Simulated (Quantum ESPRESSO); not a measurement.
Au: equation of state with rev-vdW-DF2

**What was measured.**

From “Exploring toroidal anvil profiles for larger sample volumes above 4 Mbar”, 2024, pmc:11102561, for a bulk crystal of Au: bulk modulus 167 GPa.

Au:

```
Au
1.0
     0.00000    2.03500    2.03500
     2.03500    0.00000    2.03500
     2.03500    2.03500    0.00000
Au
1
Direct
  0.00000 0.00000 0.00000
```

```yaml
Program: Quantum ESPRESSO 7.5
Task: equation of state
Functional: rev-vdW-DF2
Potentials_or_basis: PseudoDojo 0.4.1 SR PBE standard
Cutoff: 1034 eV
Density_cutoff: 4136 eV
k_mesh: 11 × 11 × 11
Occupations: fermi-dirac, width 0.05 eV
Spin: no spin polarisation
Mixing_beta: 0.5
Most_SCF_iterations: 120
SCF_threshold: 2e-10 Ry
```

```
Equilibrium volume                      : 17.53 Å³/atom
Bulk modulus                            : 155 GPa
Pressure derivative of the bulk modulus : 5.8
```

Energy against volume, from the lowest point:
```
volume (Å³/atom)  energy (meV/atom)
          15.843              99.09
          16.181              60.57
          16.518              32.58
          16.855              13.90
          17.192               3.36
          17.529               0.00
          17.866               2.93
```

All runs of the series together: 7.5 min on 1 thread of Arm Neoverse V2, on a shared host.

Measured bulk modulus of Au: 167 GPa (quoted in “Exploring toroidal anvil profiles for larger sample volumes above 4 Mbar”, 2024, pmc:11102561). This calculation gives 155 GPa (-7.1 %). The fit is for a static lattice scaled at fixed shape and fixed fractional positions.

Caveat: the potentials were made for another functional, which shifts forces and pressure. Spin-orbit coupling is left out, which matters for the levels of Au.
